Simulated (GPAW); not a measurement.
Crystal: PbO2.

```
Pb O
1.0
     0.00000    2.70199    2.70199
     2.70199    0.00000    2.70199
     2.70199    2.70199    0.00000
Pb O
1 2
Cartesian
  0.0000 0.0000 0.0000
  4.0530 4.0530 4.0530
  1.3510 1.3510 1.3510
```

The cell comes from a database or a generator and needn't be the stable form of this composition.

* Program: GPAW 26.7.0
* Task: relaxation of cell and atoms
* Functional: PBEsol
* Potentials or basis: PAW data sets generated in the run's folder for this functional
* Cutoff: 800 eV
* Basis: pw
* k mesh: 9 × 9 × 9
* Occupations: fermi-dirac, width 0.05 eV
* Spin: no spin polarisation

At the start: pressure -7.1 GPa; volume 13.15 Å³/atom.

Task: Where does the relaxation end?

Result: Over 4 steps the energy falls by 14.7 meV/atom and the volume is 12.50 Å³/atom (-5.0 %); space group Fm-3m (No. 225, to 0.05 Å).

Step by step:
| step | energy change (eV) | largest force (eV/Å) | pressure (GPa) | volume (Å³) |
| --- | --- | --- | --- | --- |
| 1 | 0.0000 | 0.0000 | -7.11 | 39.45 |
| 2 | -0.0132 | 0.0000 | -6.07 | 39.13 |
| 3 | -0.0437 | 0.0000 | 0.55 | 37.36 |
| 4 | -0.0440 | 0.0000 | -0.03 | 37.50 |

Final structure:
```yaml
crystal:
  lattice:
    - [0.00000, 2.65655, 2.65655]
    - [2.65655, 0.00000, 2.65655]
    - [2.65655, 2.65655, 0.00000]
  atoms:
    - { symbol: Pb, position: [0.00000, 0.00000, 0.00000] }
    - { symbol: O, position: [0.75000, 0.75000, 0.75000] }
    - { symbol: O, position: [0.25000, 0.25000, 0.25000] }
```

Caveat: later steps reuse the first step's grids.
